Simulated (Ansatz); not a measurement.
# Al2Ru: under pressure

An exercise on one series of results from a longer session: the logs are not shown, and one member is left open.

Computed with Ansatz 0.2.0 (DFT r2SCAN, scalar-relativistic, plane waves, PAW, unless a step's input says otherwise).

1 further run of the same task is left out (set aside as unsound or not needed).

### Starting point

It takes space group I4/mmm (No. 139, tetragonal). The conventional cell has a = 3.122 Å, b = 3.122 Å, c = 8.445 Å, α = 90.00°, β = 90.00°, γ = 90.00°. Al (site symmetry 4mm) has 5 Ru at 2.58 to 2.88 Å and 5 Al at 2.69 Å as nearest neighbours. Ru (site symmetry 4/mmm) has 10 Al at 2.58 to 2.88 Å as nearest neighbours.

As a file:

```xyz
3
Lattice="-1.5609 1.5609 4.2225 1.5609 -1.5609 4.2225 1.5609 1.5609 -4.2225" Properties=species:S:1:pos:R:3 pbc="T T T"
Al    0.0000    0.0000    5.5660
Al    0.0000    0.0000    2.8789
Ru    0.0000    0.0000    0.0000
```

It goes back to an entry of the Materials Project, which need not be the stable form.

It is the result of an earlier relaxation at this level (volume 13.72 Å³/atom; gap on the mesh: none (metal)).

Set-up of the first run:

The input, input.yaml:

```yaml
crystal:
  lattice:
    - [-1.5660023992, 1.5660023992, 4.2362667009]
    - [1.5660023992, -1.5660023992, 4.2362667009]
    - [1.5660023992, 1.5660023992, -4.2362667009]
  atoms:
    - { symbol: Al, position: [0.6590940356, 0.6590940356, 0.0] }
    - { symbol: Al, position: [0.3409059644, 0.3409059644, 0.0] }
    - { symbol: Ru, position: [0.0, 0.0, 0.0] }
basis:
  ecutwfc: 500
kpoints:
  mp_grid: { grid: [18, 18, 18] }
hamiltonian:
  xc: r2scan
scf:
  occupations: { method: gaussian, width: 0.1 }
output:
  forces: true
  stress: true
  eigenvalues: true
relax:
  adjacent_minimum: "off"
  f_tol: 0.008
  max_steps: 50
  cell: { stress_tol: 0.08, p_target: -1.0 }
```

Command:

```sh
$ ansatz run input.yaml --threads 1 --pin off --max-ram 2560MiB --backend cpu --events-out ev --progress --plain --runs-dir out
```

Among the steps run: Target pressure -1 GPa; Relaxing at 1 GPa; Relaxing at 4 GPa; Target pressure 12 GPa; 25 GPa; Target pressure 50 GPa; 90 GPa.

One table of the session follows, with a row left open; its other results are not shown here.

| P (GPa) | V (Å³/atom) | a (Å) | b (Å) | c (Å) | ΔH (eV/atom) |
| --- | --- | --- | --- | --- | --- |
| -1 | 13.79 | 4.774 | 4.774 | 4.774 | -0.086 |
| 0 | 13.72 | 4.765 | 4.765 | 4.765 | 0.000 |
| 1 | ? | ? | ? | ? | ? |
| 4 | 13.44 | 4.730 | 4.730 | 4.730 | 0.339 |
| 12 | 12.95 | 4.671 | 4.671 | 4.671 | 0.997 |
| 25 | 12.31 | 4.593 | 4.593 | 4.593 | 2.021 |
| 50 | 11.41 | 4.479 | 4.479 | 4.479 | 3.868 |
| 90 | 10.43 | 4.351 | 4.351 | 4.351 | 6.586 |

Estimate the missing values for P (GPa) = 1.

Worked estimate for «V (Å³/atom)». A straight line through the neighbours (0, 13.72) and (4, 13.44) gives 13.72 + (13.44 − 13.72) × (1 − 0) / (4 − 0) = 13.65; a parabola fitted to 4 rows on both sides gives 13.65.

The run gave: V (Å³/atom): 13.64; a (Å): 4.756; b (Å): 4.756; c (Å): 4.756; ΔH (eV/atom): 0.085. In «V (Å³/atom)» the line misses by +0.01 and the parabola by +0.01.

ΔH is E + PV over the energy at zero pressure; a, b and c are the vectors of the computed cell. 

Caveats from the session: Other structures may take over in this range; these runs cannot find them.
